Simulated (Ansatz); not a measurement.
**Relativistic treatment of AlP**

```
Al P
1.0
     0.00000    2.72550    2.72550
     2.72550    0.00000    2.72550
     2.72550    2.72550    0.00000
Al P
1 1
Cartesian
  0.0000 0.0000 0.0000
  4.0882 4.0882 4.0882
```

Atom numbers follow the list: Al1, P2.

The cell is COD entry 9008831, as deposited and not checked against the literature; nothing was relaxed. It is an old determination, and later ones may differ.

One fixed cell is solved with PBE by all-electron LAPW in Ansatz 0.2.0 under different relativistic treatments. Pressure is positive in compression.

Sampling and basis: a Γ-centred 13×13×13 k mesh, Fermi–Dirac smearing of 0.03 eV, basis error target 0.25 meV/atom, no spin polarisation.

| setting | P (GPa) | gap over the k mesh and a high-symmetry path (eV) | lowest level at Γ above −25 eV, from the valence-band top or, without a gap, the Fermi level (eV) |
| --- | --- | --- | --- |
| scalar-relativistic | ? | 1.57 | -11.53 |
| non-relativistic | ? | 1.58 | -11.48 |

Q: Give the missing entry: row "scalar-relativistic", column "P (GPa)".

A: 2.68.

Q: Fill in "P (GPa)" for the row "non-relativistic".

A: 2.76.
